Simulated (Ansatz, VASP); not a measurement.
This is a calculation of InP for VASP 6.6.1.

Contents of INCAR:

```
SYSTEM = InP
PREC = Accurate
ENCUT = 520
EDIFF = 1E-6
ISMEAR = -1
SIGMA = 0.05
LREAL = .False.
LASPH = .True.
NELM = 100
ALGO = Normal
ISIF = 2
LWAVE = .False.
LCHARG = .True.
GGA = VW
LELF = .True.
LVHAR = .True.
NBANDS = 16
```

The input KPOINTS:

```
regular mesh
0
Gamma
  8 8 8
  0 0 0
```

Contents of POSCAR:

```
InP
1.0
    0.0000000000      2.9879753761      2.9879753761
    2.9879753761      0.0000000000      2.9879753761
    2.9879753761      2.9879753761      0.0000000000
In P
1 1
Direct
    0.0000000000      0.0000000000      0.0000000000
    0.7500000000      0.7500000000      0.7500000000
```

Potentials or basis: VASP PAW PBE potentials, release 64 (In_d, P).

Launch:

```console
$ cat potpaw_PBE.64/In_d/POTCAR potpaw_PBE.64/P/POTCAR > POTCAR
$ mpirun -np 1 vasp_std > vasp.out
```

Translate it to Ansatz 0.2.0. Potentials there: Ansatz PAW.

As run (the cutoff follows the program's own potentials):

input.yaml

```yaml
crystal:
  lattice:
    - [0.0, 2.9879753761, 2.9879753761]
    - [2.9879753761, 0.0, 2.9879753761]
    - [2.9879753761, 2.9879753761, 0.0]
  atoms:
    - { symbol: In, position: [0.0, 0.0, 0.0] }
    - { symbol: P, position: [0.75, 0.75, 0.75] }
hamiltonian:
  xc: { exchange: slater, correlation: vwn5 }
  pseudopotentials: { kind: paw }
kpoints:
  mp_grid: { grid: [8, 8, 8] }
scf:
  occupations: { method: fermi_dirac, width: 0.05 }
output:
  forces: true
  stress: true
  eigenvalues: true
```

Potentials or basis: Ansatz PAW.

Run with:

```bash
$ ansatz run input.yaml --threads 2 --pin off --max-ram 5120MiB --backend cpu --events-out ev --progress --plain --runs-dir out
```

Both were run:

|  | VASP | Ansatz | Ansatz less VASP |
| --- | --- | --- | --- |
| gap on the k mesh at the Fermi level (eV) | 0.17 | 0.17 | -0.001 |
| least direct gap on the mesh (eV) | 0.17 | 0.17 | -0.001 |
| pressure (GPa) | -4.5 | -4.6 | -0.02 |

Caveats: spin-orbit coupling is left out, which moves the levels of the heavy elements; the PAW data sets were made with another functional, which shifts forces and pressure a little (VASP); the PAW data sets come from PBE, with cores solved anew for the run's functional, which leaves a small shift of forces and pressure (Ansatz).
